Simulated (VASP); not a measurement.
Input of a VASP 6.6.1 run:

The input INCAR:

```
SYSTEM = CrO2
ALGO = Normal
EDIFF = 1E-7
ENCUT = 520
GGA = PE
ISIF = 2
ISMEAR = 0
ISPIN = 2
LASPH = .TRUE.
LCHARG = .TRUE.
LDAU = .TRUE.
LDAUJ = 0 0
LDAUL = 2 -1
LDAUPRINT = 1
LDAUTYPE = 2
LDAUU = 3 0
LELF = .TRUE.
LMAXMIX = 4
LORBIT = 11
LREAL = .FALSE.
LVHAR = .TRUE.
LWAVE = .FALSE.
MAGMOM = 3 0 0
NBANDS = 23
NELM = 100
NUPDOWN = 1
PREC = Accurate
SIGMA = 0.05
```

Contents of KPOINTS:

```
k-points
0
G
  8 8 4
  0 0 0
```

POSCAR

```
CrO2
1.0
    2.7798784700      0.0000000000      0.0000000000
   -1.3899392400      2.4074453800      0.0000000000
    0.0000000000      0.0000000000      4.4845209400
Cr O
1 2
Direct
    0.0000000000      0.0000000000      0.0000000000
    0.3333333333      0.6666666667      0.2520000000
    0.6666666667      0.3333333333      0.7480000000
```

Potentials or basis: VASP PAW PBE potentials, release 64 (Cr_pv, O).

Run with:

```bash
$ cat potpaw_PBE.64/Cr_pv/POTCAR potpaw_PBE.64/O/POTCAR > POTCAR
$ mpirun -np 1 vasp_std > vasp.out
```

Estimate the largest force.

2.212 eV/Å.

Estimate the pressure.

-1.8 GPa.

Stress tensor (GPa, compression positive):
```
  7.03   0.00   0.00
  0.00   7.03   0.00
  0.00   0.00 -19.32
```

Caveat: the moment is held away from its start; the total moment is fixed, so each spin has its own Fermi level; a cell with one magnetic atom can't hold antiferromagnetic order, which such compounds often take; forces of over 1 eV/Å show positions far from the minimum, so gaps and moduli don't describe the material at rest. The state reached can hang on the start; a lower one may exist.
